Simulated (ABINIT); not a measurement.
A run of ABINIT 10.8.3 (patched build):

File run.py:

```python
import json, os
import numpy as np
from ase.eos import EquationOfState
from ase.units import GPa
from ase.calculators.abinit import Abinit, AbinitProfile
from ase import Atoms

atoms = Atoms(['Ti', 'C'],
              cell=[[0.0, 2.1657188437, 2.1657188437], [2.1657188437, 0.0, 2.1657188437], [2.1657188437, 2.1657188437, 0.0]],
              scaled_positions=[[0.0, 0.0, 0.0], [0.5, 0.5, 0.5]],
              pbc=True)

profile = AbinitProfile(command='abinit', pp_paths=[os.path.abspath('pseudos')])
params = dict(
    pps='pawxml', xc='PBE',
    ecut=517.0163,
    pawecutdg=1034.0327,
    pawxcdev=0,
    kptopt=1,
    ngkpt=[11, 11, 11],
    nshiftk=1,
    shiftk=[0.0, 0.0, 0.0],
    ixc=11,
    nband=12,
    occopt=3,
    tsmear=0.05,
    nstep=100,
    tolvrs=1e-09,
    prtwf=0,
    prtden=0,
)

cell0 = atoms.cell.copy()
volumes, energies = [], []
for i, x in enumerate([0.94, 0.96, 0.98, 1.0, 1.02, 1.04, 1.06]):
    atoms.set_cell(cell0 * x ** (1 / 3), scale_atoms=True)
    atoms.calc = Abinit(profile=profile, directory=f'v{i}', **params)
    volumes.append(atoms.get_volume() / len(atoms))
    energies.append(atoms.get_potential_energy(force_consistent=True) / len(atoms))
    print(f'{x:5.2f} {volumes[-1]:10.5f} A^3/atom {energies[-1]:14.6f} eV/atom', flush=True)
    json.dump(dict(volumes=volumes, energies=energies), open('results.json', 'w'))
v0, e0, b0 = EquationOfState(volumes, energies, eos='birchmurnaghan').fit()
print(f'V0 {v0:.4f} A^3/atom  E0 {e0:.6f} eV/atom  B0 {b0 / GPa:.2f} GPa')
```

Potentials or basis: JTH PAW PBE v2.0.

Run with:

```console
$ python run.py
```

Hardware: 1 thread of Arm Neoverse V1, on a shared host.

**Question.** How long does it take, and how much memory?

**Answer.** It took 110 s on 1 thread of Arm Neoverse V1 (shared host), peak memory 0.1 GiB. Counts: scf iterations 89, mpi ranks 1.
